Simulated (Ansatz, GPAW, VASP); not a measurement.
One calculation of GaAs, 4 ways

```
As Ga
1.0
     0.00000    2.82685    2.82685
     2.82685    0.00000    2.82685
     2.82685    2.82685    0.00000
As Ga
1 1
Direct
  0.75000 0.75000 0.75000
  0.00000 0.00000 0.00000
```

Alike in all runs: task single point; functional PBE; k mesh 8 × 8 × 8; occupations gaussian, width 0.014 eV; no spin polarisation; no spin-orbit coupling. Pressure is positive in compression and, in plane waves, holds the error of the finite cutoff, which Ansatz's Pulay term estimates and takes out.

```csv
program and potentials,plane-wave cutoff (eV),notes,band gap (eV),pressure (GPa)
"Ansatz, Ansatz PAW",420,14 valence electrons an atom on average; Pulay term of +0.03 GPa included,0.52,3.27
"GPAW, GPAW PAW data sets (gpaw-data 1.2.1)",600,4 valence electrons an atom on average,0.59,4.33
"VASP, PBE PAW files As, Ga_d, 520 eV",520,9 valence electrons an atom on average,?,?
"Ansatz, all-electron LAPW, scalar-relativistic",-,-,0.52,3.27
```

Question: Estimate from the other rows what the run with VASP, PBE PAW files As, Ga_d, 520 eV gave.

Answer: Band gap 0.52 eV; pressure 3.46 GPa. The other rows, which needn't bracket it: band gap 0.52 to 0.59; pressure 3.27 to 4.33.
